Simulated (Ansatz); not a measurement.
# Compressing Hf$_{2}$Si

The calculation used Ansatz, DFT r2SCAN, scalar-relativistic, plane waves, PAW. (500 eV cutoff, 10×10×10 k-mesh, Gaussian smearing of 0.10 eV, no spin polarisation)

Reference structure (relaxed):

```xyz
6
Lattice="-3.2798 3.2798 2.5838 3.2798 -3.2798 2.5838 3.2798 3.2798 -2.5838" Properties=species:S:1:pos:R:3 pbc="T T T"
Hf    1.0269    2.2529    2.5838
Hf    2.2529   -1.0269    2.5838
Hf    2.2529    1.0269    0.0000
Hf    1.0269    4.3067    0.0000
Si    0.0000    0.0000    3.8757
Si    0.0000    0.0000    1.2919
```

Cell and atoms are relaxed at each pressure within the symmetry of the start, at zero temperature, so transitions that lower the symmetry aren't seen. The k-mesh given is that at zero pressure and may differ at others. a, b and c are the lengths of the cell vectors above.

Spin–orbit coupling is left out, which can shift energies with elements as heavy as these.

| P (GPa) | V (Å³/atom) | V/V0 | a (Å) | b (Å) | c (Å) |
| --- | --- | --- | --- | --- | --- |
| -1 | 18.66 | 1.007 | 5.322 | 5.322 | 5.322 |
| 0 | 18.53 | 1.000 | 5.309 | 5.309 | 5.309 |
| 1 | 18.41 | 0.993 | 5.298 | 5.298 | 5.298 |
| 4 | 18.06 | 0.974 | 5.264 | 5.264 | 5.264 |
| 12 | 17.26 | 0.931 | 5.184 | 5.184 | 5.184 |

(1) What bulk modulus and pressure derivative fit these points?

Results:

(1) A third-order Birch–Murnaghan fit gives B0 = 148 GPa and B0' = 3.7.